**Q:** How hard must I pull on hafnium dioxide to stretch it by one per cent, and how much of its band gap does that cost?

**A:** About 5 GPa and about 0.1 eV are the sizes to remember, for the cubic form stretched along a cube edge. Both are averages over the first four per cent, calculated with the PBE functional. The first per cent alone may cost less of the gap, which falls faster further on. The lateral lengths are held, so the crystal can't thin as a pulled wire does.

Fluorite-type HfO2 (cubic, unrelaxed a = 5.115 Å) strained along the cube edge x, with lateral lengths and fractional coordinates fixed. Ansatz 0.2.0, PBE, plane-wave PAW, scalar-relativistic, no spin polarisation, 420 eV cutoff, 8×8×8 k mesh, 0.05 eV Gaussian smearing. Energies are relative to strain 0; pressure is positive in compression.

```csv
strain,energy change (meV/atom),tensile stress along pattern (GPa),pressure (GPa),gap on mesh (eV)
-0.15,509.0,-114.95,53.15,1.312
-0.1125,261.1,-76.38,34.50,2.173
-0.075,103.9,-45.07,19.49,2.862
-0.0375,21.0,-19.22,7.36,3.408
0,0.0,2.46,-2.46,3.720
0.0375,31.1,20.93,-10.43,3.350
0.075,106.9,36.79,-16.86,2.789
0.1125,221.2,50.47,-22.02,2.195
0.1312,290.9,56.59,-24.18,1.898
0.15,?,?,?,?
```

The tensile stress along the pattern is the pull along the stretched axis, x. The pressure is minus the average of the pulls along the three axes. The energy change is counted from the cell at strain 0. Only that cell is cubic, with space group Fm-3m; the strained cells are tetragonal.

**Q:** The last row has only its strain, 0.15. Where would you begin?

**A:** With the stress, because it is the slope of the energy. The slope of the stress in turn is the stiffness, and it falls all the way along the known rows. It is about 1030 GPa per unit strain between the two most compressed cells, 535 GPa around strain 0 and 327 GPa between the last two known cells. The pull still grows, but each further step adds less.

**Q:** Why does the crystal soften as it is stretched?

**A:** Look at what lies along the pull. Each oxygen ion has other oxygen ions as its neighbours along x, and like ions repel. That repulsion changes fast with distance when the ions are close and slowly when they are far apart, so a row that is drawn out gives less stiffness. The Hf–O bonds lie aslant and lengthen by only about a third of the strain, so they may matter less for the softening, though their share also depends on how steeply the forces along them change. This is an argument from the structure; the table shows the softening but doesn't separate the forces.

A diatomic molecule such as HCl is the simpler case. Pull its atoms apart and the force first grows in proportion to the stretch, then ever more slowly, and finally passes a maximum. The likeness covers only the first part, since no known row of the crystal reaches a maximum. A molecule also has no sideways stress.

**Q:** Can that picture give a number?

**A:** Yes. A common form for the binding energy is $-(1+x)e^{-x}$, where $x$ is the scaled distance from equilibrium. Its slope is $x\,e^{-x}$, a linear restoring force times a decay. Written for the stress $\sigma$ at strain $\varepsilon$, this becomes

$$\sigma(\varepsilon) = (A + B\varepsilon)\,e^{-s\varepsilon}.$$

I fitted the constants $A$, $B$ and $s$ to the five known rows at zero or positive strain, which are all under tension. At 0.15 the curve gives about 62 GPa, still rising. I allow ±0.5 GPa, roughly its distance from a straight continuation of the last two known rows.

**Q:** Why leave out the compressed rows?

**A:** The curve is too soft there: at strain −0.15 it misses the computed stress by 13 GPa. Compression brings oxygen neighbours along x from about 2.6 to 2.2 Å, and their repulsion probably adds to the stress. No calculation here isolates that contact, so it remains a likely cause.

**Q:** If compression is stiffer, why does strain −0.0375 cost less energy than strain +0.0375?

**A:** Because the starting cell wasn't relaxed and is already under 2.46 GPa of tension. A small compression first releases that tension, while a stretch works against it from the start. At three times the strain the stiffer side wins, and compression costs more: 261.1 against 221.2 meV/atom.

**Q:** Then the energy at 0.15 should follow from the stress.

**A:** It does, because the lateral area is fixed. The energy gained is the starting volume times the mean stress times the added strain. For one atom, 1 GPa acting over unit strain amounts to 69.61 meV. The strain grows by $0.15-0.1312=0.0188$, and the stress goes from 56.59 GPa to the curve's 62.19 GPa:

$$E = 290.9 + 69.61\times0.0188\times\frac{56.59+62.19}{2} \approx 368.6\ \text{meV/atom}.$$

My forecast is therefore 368 to 369 meV/atom, with ±1 meV/atom for the uncertain stress and the rounded strain. The same rule, applied to the step from 0.1125 to 0.1312, reproduces the known energy at its end.

**Q:** For the pressure I also need the sideways pull. Could I get it from the stretched Hf–O bonds?

**A:** Not from them alone. The eight bonds around each hafnium atom stay equal in length, and each points equally along the three axes before the strain. If only forces along these bonds acted, the axial stress would exceed the lateral one by the factor $(1+\varepsilon)^2$, which is 1.28 at strain 0.1312. The calculation gives 7.1, so other forces must matter too: they add to the axial pull, reduce the lateral one, or both. Repulsion between oxygen neighbours and long-range ionic forces are candidates, but the table can't apportion them.

I therefore rely on what the lateral stress does. It hardly grows between the last two known rows, from 7.8 to 8.0 GPa, and I keep it at its last value. The pressure is then

$$P = -\frac{62.19+2\times7.975}{3} \approx -26\ \text{GPa}.$$

I give it ±0.3 GPa, because both stresses are uncertain.

**Q:** The gap behaves differently. It falls whether I stretch or compress.

**A:** In the cubic crystal the three axes are equivalent, so some electron levels share the same energy. Strain along x makes that axis different, and such levels split, some moving up and others down. The gap runs from the highest filled level to the lowest empty one, so a splitting at either edge narrows it for both signs of strain. This is the standard explanation, but there are no band-edge data here to test it.

**Q:** Would the loss then be proportional to the strain?

**A:** Only if the same levels stayed the band edges and moved evenly with strain. Doubling the stretch from 0.0375 to 0.075 would then double the loss, whereas a smooth maximum would make it four times as large. The table gives a factor of 2.5, so neither simple law holds near the cubic cell. One possible reason is that another level, which moves faster, takes over as a band edge on the way. The same levels could also change their pace gradually, and the table can't tell the two apart. An even shift from the changing volume wouldn't explain it, since that too is proportional to the strain.

From strain 0.075 onwards the fall is almost straight, about 0.16 eV for each per cent. I read this as one pair of separated levels setting the gap. A line through those three known rows gives 1.60 eV at 0.15. I allow ±0.04 eV for a drifting slope or another level taking over.

**Q:** Now show me the computed row.

The withheld rows as computed:

```csv
strain,energy change (meV/atom),tensile stress along pattern (GPa),pressure (GPa),gap on mesh (eV)
0.15,368.8,62.28,-26.10,1.600
```

**A:** All four values lie inside their ranges. The stress forecast is 0.09 GPa too low, and the stress indeed has no maximum up to this strain. A straight continuation would have been about 0.5 GPa too high, so the softening goes on. The energy forecast is 0.2 meV/atom too low, a difference too small to interpret with a rounded strain.

The pressure forecast is 0.05 GPa too high, that is, not negative enough. Both stresses behind it were slightly low: the axial one, and the lateral one that I had held constant.

**Q:** And the gap agrees to the last digit. Does that prove your splitting picture?

**A:** No, it supports only the straight fall. A loss growing as the square of the strain, scaled to the row at 0.1312, would have given 1.34 eV, so that law fails. But the line has two constants for three rows, and the new point lies only a short step beyond them. Carried back to strain 0, it overestimates the gap by 0.26 eV. The output printed below gives its misses on the compressed side, where it was never meant to hold.

**Q:** I work on gate insulators. What should I take from this?

**A:** A gate insulator needs a wide gap to keep electrons out. In this crystal, strain along a cube edge narrows the gap whichever sign it has, by 0.3 to 0.4 eV at 3.75 per cent. Use that as a size, not a design value: PBE gaps are too small, and the k mesh may miss the true band edges. Leakage also depends on how the bands line up with those of the neighbouring layers, which isn't calculated here, and a real film may have another structure.

**Q:** May I quote 62 GPa as a strength?

**A:** No. A strength would need a maximum in the stress, or an instability that comes before it. Cubic HfO2 is known to be unstable at zero temperature to oxygen displacements that need a larger cell than this one. The numbers describe a crystal that is kept from taking that way out.

**Q:** And if I pulled along y instead of x?

**A:** The starting crystal is cubic, so every value would be the same, with the axes renamed. For a somewhat larger stretch, look first at the stiffness: as long as it is positive the stress still rises, and as long as it falls a straight continuation asks for too much.

Printed output of the fit:

```
fit of sig on 5 rows (strain >= 0): coefficient of exp(-s*strain) 2.482 +/- 0.039, coefficient of strain*exp(-s*strain) 530.7 +/- 0.49, s 1.85; rms 0.0295, worst 0.0375 -0.0472, leave-one-out rms 0.125
  rows outside the fit (model, value, miss): -0.15 -101.8, -115, 13.2; -0.1125 -70.46, -76.38, 5.92; -0.075 -42.87, -45.07, 2.2; -0.0375 -18.67, -19.22, 0.55; 0.15 62.19, 62.28, -0.0856
Rival stress forecast by straight continuation (GPa): 62.74
Stress slope between the two most compressed rows (GPa per unit strain): 1029
Stress slope across strain 0 (GPa per unit strain): 535.3
Stress slope between the last two known rows (GPa per unit strain): 327.3
Energy per atom for 1 GPa acting over unit strain (meV): 69.61
Control, energy at 0.1312 from the row before plus work (meV/atom): 290.9
Energy forecast at 0.15 (meV/atom): 368.6
Energy computed at 0.15 (meV/atom): 368.8
Energy miss, forecast less computed (meV/atom): -0.18
Lateral stress at strain 0.1125 (GPa): 7.795
Lateral stress at strain 0.1312 (GPa): 7.975
Lateral stress computed at strain 0.15 (GPa): 8.01
Axial over lateral stress at 0.1312: 7.096
The same ratio if only central Hf-O bond forces acted: 1.28
Pressure forecast at 0.15 (GPa): -26.05
Pressure computed at 0.15 (GPa): -26.1
Pressure miss, forecast less computed (GPa): 0.05185
fit of gap_on_mesh on 3 rows (strain > 0.07): constant 3.978 +/- 0.0011, coefficient of strain -15.85 +/- 0.01; rms 0.000245, worst 0.1125 -0.00034, leave-one-out rms 0.00107
  rows outside the fit (model, value, miss): -0.15 6.356, 1.312, 5.04; -0.1125 5.761, 2.173, 3.59; -0.075 5.167, 2.862, 2.3; -0.0375 4.572, 3.408, 1.16; 0.0 3.978, 3.72, 0.258; 0.0375 3.384, 3.35, 0.0336; 0.15 1.6, 1.6, 0.000208
Gap loss at strain -0.0375 (eV): 0.312
Gap loss at strain 0.0375 (eV): 0.37
Factor in gap loss when the stretch doubles from 0.0375 to 0.075: 2.516
Gap slope from strain 0.0375 to 0.075 (eV per unit strain): -14.96
Rival gap forecast, loss as strain squared from 0.1312 (eV): 1.338
```
